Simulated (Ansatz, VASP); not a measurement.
## Nb2H in VASP and in Ansatz

```
Nb H
1.0
     4.34374    0.00000    0.00000
     0.00000    4.34374    0.00000
     0.00000    0.00000    4.34374
Nb H
4 2
Direct
  0.25000 0.25000 0.75000
  0.75000 0.25000 0.25000
  0.25000 0.75000 0.25000
  0.75000 0.75000 0.75000
  0.50000 0.50000 0.50000
  0.00000 0.00000 0.00000
```

Change from the starting cell: species swapped into the Cu2O type (Pn-3m, No. 224).

Alike in both runs: functional PBE; k mesh 10 × 10 × 10; occupations gaussian, width 0.1 eV; no spin polarisation.

Ansatz relaxed the structure, and its values are those at the end. VASP's run is a single point on that final structure, the one shown.

```csv
,VASP,Ansatz
version,VASP 6.6.1,Ansatz 0.2.0
potentials or method,"VASP PAW PBE potentials, release 64 (Nb_sv, H)","scalar-relativistic, plane waves, PAW"
plane-wave cutoff (eV),520,420
valence electrons in the cell,54,54
```

|  | VASP | Ansatz | Ansatz less VASP |
| --- | --- | --- | --- |
| gap on the k mesh at the Fermi level (eV) | none | none | - |
| pressure (GPa) | -0.4 | 0.0 | +0.37 |

A gap of «none» marks a metal or a gap that the smearing closes.
